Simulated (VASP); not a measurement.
Wanted: the native input for a VASP 6.6.1 run.

```
Task                   : single point
Functional             : PBE
Potentials or basis    : VASP PAW PBE potentials, release 64 (Li_sv)
Cutoff                 : 520 eV
k mesh                 : 14 × 14 × 14
Occupations            : gaussian, width 0.1 eV
Spin                   : no spin polarisation
Dipole correction      : no
Further INCAR settings : ALGO = Fast; EDIFF = 1e-06; NBANDS = 8
```

The structure of Li lies in POSCAR:

```
Li
1.0
   -1.8589375000      1.7855075000      1.8776450000
    1.7889375000     -1.7855075000      1.8076450000
    1.8589375000      1.7855075000     -1.8776450000
Li
1
Direct
    0.0000000000      0.0000000000      0.0000000000
```

The cell isn't the ideal one: strained and moved within a subgroup.

The input as run:

INCAR

```
PREC = Accurate ; ENCUT = 520
EDIFF = 1E-6 ; ISMEAR = 0
SIGMA = 0.1 ; LREAL = False
LASPH = True ; NELM = 60
ALGO = Fast ; ISIF = 2
LWAVE = False ; LCHARG = True
GGA = PE ; LELF = True
LVHAR = True ; NBANDS = 8
```

KPOINTS

```
Automatic mesh
0
Gamma
  14 14 14
```

Potentials or basis: VASP PAW PBE potentials, release 64 (Li_sv).

Launch:

```bash
$ cat potpaw_PBE.64/Li_sv/POTCAR > POTCAR
$ mpirun -np 1 vasp_std > vasp.out
```

Results of the run:

```yaml
Band_gap_on_the_k_mesh: none (metal or under the smearing width)
```

Run time: 58 s on 1 thread of AMD EPYC 9R45 (Zen 5) (shared host), peak memory 0.19 GiB.
